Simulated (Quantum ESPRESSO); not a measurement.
# Ca under changes of volume

One of the cells (43.099 Å³/atom); the others are scaled copies at fixed shape and fractional positions:

```
Ca
1.0
    -2.09649    2.10173    2.44535
     2.09649   -2.10173    2.44535
     2.09649    2.10173   -2.44535
Ca
1
Cartesian
  0.0000 0.0000 2.4454
```

This isn't the form of Ca at room conditions, which is fcc.

- Program: Quantum ESPRESSO 7.5
- Functional: PBE
- Potentials or basis: SSSP 1.3 efficiency PBE
- Cutoff: 748 eV
- Density cutoff: 5987 eV
- k mesh: 9 × 9 × 9
- Occupations: fermi-dirac, width 0.05 eV
- Spin: no spin polarisation

```csv
volume (Å³/atom),energy over the lowest point (meV/atom),pressure (GPa)
40.513,3.26,0.7
41.375,0.60,0.3
42.237,0.00,-0.1
43.099,1.27,-0.4
43.961,4.24,-0.7
44.823,8.76,-1.0
45.685,?,?
```

Problem. What does the run at 45.685 Å³/atom give?

Solution. Energy over the lowest point 14.70 meV/atom; pressure -1.2 GPa.

Worked out: A Birch-Murnaghan fit of order 3 (a polynomial in V^(-2/3)) to the other rows has its minimum at 42.07 Å³/atom with B0 = V·E''(V) = 17.3 GPa and B' = 3.6 at fixed shape and positions, which overstates the stiffness. It gives 14.69 meV/atom at 45.685 Å³/atom, against the run's 14.70, and -dE/dV = -1.2 GPa, against -1.2.

Energies are extrapolated to zero smearing.
